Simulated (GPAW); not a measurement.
Input of a GPAW 26.7.0 run:

The input run.py:

```python
import spglib
from ase import Atoms
from ase.dft.bandgap import bandgap
from ase.io import read, write
from ase.units import GPa
from gpaw import GPAW, PW

atoms = read('Ce.cif')
cell, positions, numbers = spglib.find_primitive(
    (atoms.cell[:], atoms.get_scaled_positions(), atoms.numbers), symprec=1e-4)
atoms = Atoms(numbers, cell=cell, scaled_positions=positions, pbc=True)
atoms.set_initial_magnetic_moments([1.0])

calc = GPAW(mode=PW(800),
            xc='PBE',
            kpts={'size': (8, 8, 8), 'gamma': True},
            occupations={'name': 'fermi-dirac', 'width': 0.05},
            setups={'Ce': ':f,8.0'},
            nbands=17,
            convergence={'density': 1e-05, 'energy': 1e-05},
            maxiter=150,
            txt='gpaw.txt')
atoms.calc = calc
energy = atoms.get_potential_energy()
forces = atoms.get_forces()
stress = atoms.get_stress()
calc.write('gs.gpw')
write('result.traj', atoms)
print(f'Energy: {energy:.6f} eV')
print('Forces (eV/A):')
print(forces.round(4))
print('Stress (GPa):', (stress / GPa).round(3))
print('Moments:', calc.get_magnetic_moments().round(3))
print('Fermi level:', round(calc.get_fermi_level(), 4), 'eV')
print(f'Gap: {bandgap(calc)[0]:.4f} eV, direct: {bandgap(calc, direct=True)[0]:.4f} eV')

path = atoms.cell.bandpath('GHNGPH,PN', npoints=100, eps=1e-4)
bs_calc = calc.fixed_density(kpts=path, symmetry='off', nbands=26,
                             convergence={'bands': 'CBM+6.0', 'eigenstates': 1e-6}, txt='bands.txt')
bs = bs_calc.band_structure()
bs.write('bs.json')
print(f'Gap on the path: {bandgap(bs_calc)[0]:.4f} eV')
```

Ce.cif

```cif
data_Ce
_cell_length_a 3.88659710
_cell_length_b 3.88659710
_cell_length_c 3.88659710
_cell_angle_alpha 90.00000000
_cell_angle_beta 90.00000000
_cell_angle_gamma 90.00000000
_space_group_name_H-M_alt 'Im-3m'
_space_group_name_Hall '-I 4 2 3'
_space_group_IT_number 229
loop_
_space_group_symop_operation_xyz
'x,y,z'
'-x,-y,-z'
'-y,x,z'
'y,-x,-z'
'-x,-y,z'
'x,y,-z'
'y,-x,z'
'-y,x,-z'
'x,-y,-z'
'-x,y,z'
'-y,-x,-z'
'y,x,z'
'-x,y,-z'
'x,-y,z'
'y,x,-z'
'-y,-x,z'
'z,x,y'
'-z,-x,-y'
'z,-y,x'
'-z,y,-x'
'z,-x,-y'
'-z,x,y'
'z,y,-x'
'-z,-y,x'
'-z,x,-y'
'z,-x,y'
'-z,-y,-x'
'z,y,x'
'-z,-x,y'
'z,x,-y'
'-z,y,x'
'z,-y,-x'
'y,z,x'
'-y,-z,-x'
'x,z,-y'
'-x,-z,y'
'-y,z,-x'
'y,-z,x'
'-x,z,y'
'x,-z,-y'
'-y,-z,x'
'y,z,-x'
'-x,-z,-y'
'x,z,y'
'y,-z,-x'
'-y,z,x'
'x,-z,y'
'-x,z,-y'
'x+1/2,y+1/2,z+1/2'
'-x+1/2,-y+1/2,-z+1/2'
'-y+1/2,x+1/2,z+1/2'
'y+1/2,-x+1/2,-z+1/2'
'-x+1/2,-y+1/2,z+1/2'
'x+1/2,y+1/2,-z+1/2'
'y+1/2,-x+1/2,z+1/2'
'-y+1/2,x+1/2,-z+1/2'
'x+1/2,-y+1/2,-z+1/2'
'-x+1/2,y+1/2,z+1/2'
'-y+1/2,-x+1/2,-z+1/2'
'y+1/2,x+1/2,z+1/2'
'-x+1/2,y+1/2,-z+1/2'
'x+1/2,-y+1/2,z+1/2'
'y+1/2,x+1/2,-z+1/2'
'-y+1/2,-x+1/2,z+1/2'
'z+1/2,x+1/2,y+1/2'
'-z+1/2,-x+1/2,-y+1/2'
'z+1/2,-y+1/2,x+1/2'
'-z+1/2,y+1/2,-x+1/2'
'z+1/2,-x+1/2,-y+1/2'
'-z+1/2,x+1/2,y+1/2'
'z+1/2,y+1/2,-x+1/2'
'-z+1/2,-y+1/2,x+1/2'
'-z+1/2,x+1/2,-y+1/2'
'z+1/2,-x+1/2,y+1/2'
'-z+1/2,-y+1/2,-x+1/2'
'z+1/2,y+1/2,x+1/2'
'-z+1/2,-x+1/2,y+1/2'
'z+1/2,x+1/2,-y+1/2'
'-z+1/2,y+1/2,x+1/2'
'z+1/2,-y+1/2,-x+1/2'
'y+1/2,z+1/2,x+1/2'
'-y+1/2,-z+1/2,-x+1/2'
'x+1/2,z+1/2,-y+1/2'
'-x+1/2,-z+1/2,y+1/2'
'-y+1/2,z+1/2,-x+1/2'
'y+1/2,-z+1/2,x+1/2'
'-x+1/2,z+1/2,y+1/2'
'x+1/2,-z+1/2,-y+1/2'
'-y+1/2,-z+1/2,x+1/2'
'y+1/2,z+1/2,-x+1/2'
'-x+1/2,-z+1/2,-y+1/2'
'x+1/2,z+1/2,y+1/2'
'y+1/2,-z+1/2,-x+1/2'
'-y+1/2,z+1/2,x+1/2'
'x+1/2,-z+1/2,y+1/2'
'-x+1/2,z+1/2,-y+1/2'
loop_
_atom_site_label
_atom_site_type_symbol
_atom_site_symmetry_multiplicity
_atom_site_Wyckoff_symbol
_atom_site_fract_x
_atom_site_fract_y
_atom_site_fract_z
_atom_site_occupancy
Ce1 Ce 2 a 0.0000000000 0.0000000000 0.0000000000 1
```

Potentials or basis: GPAW PAW data sets (gpaw-data 1.2.1), pw.

Launch:

```console
$ OMP_NUM_THREADS=1 python run.py
```

**Question.** What does it give for the band gap along the path?

**Answer.** None (metal or under the smearing width).

**Question.** Estimate the net moment.

**Answer.** 0.00 μB per cell.

**Question.** What does it give for the pressure?

**Answer.** -4.1 GPa.

Levels at the corners of the path, in eV from the Fermi level:
Spin up:
```csv
point,band 4,band 5,band 6,band 7,band 8,band 9
Γ,-17.76,-3.42,0.42,0.42,0.42,1.13
H,-19.04,-2.70,-2.70,0.77,0.95,0.95
N,-17.79,-2.42,-0.81,0.51,0.74,0.95
Γ,-17.76,-3.42,0.42,0.42,0.42,1.13
P,-18.77,0.30,0.30,0.30,0.92,0.92
H,-19.04,-2.70,-2.70,0.77,0.95,0.95
P,-18.77,0.30,0.30,0.30,0.92,0.92
N,-17.79,-2.42,-0.81,0.51,0.74,0.95
```
Spin down:
```tsv
point	band 3	band 4	band 5	band 6	band 7	band 8	band 9	band 10
Γ	-17.76	-17.76	-3.42	0.42	0.42	0.42	1.13	1.13
H	-19.04	-19.04	-2.70	-2.70	0.77	0.95	0.95	0.95
N	-18.36	-17.79	-2.42	-0.81	0.51	0.74	0.95	0.96
Γ	-17.76	-17.76	-3.42	0.42	0.42	0.42	1.13	1.13
P	-18.77	-18.77	0.30	0.30	0.30	0.92	0.92	0.92
H	-19.04	-19.04	-2.70	-2.70	0.77	0.95	0.95	0.95
P	-18.77	-18.77	0.30	0.30	0.30	0.92	0.92	0.92
N	-18.36	-17.79	-2.42	-0.81	0.51	0.74	0.95	0.96
```

Caveat: one-centre terms of the f shell are cut off; the magnetic or orbital state may not be the lowest; spin-orbit coupling is left out, which moves the levels of the heavy elements. The state reached can hang on the start; a lower one may exist.
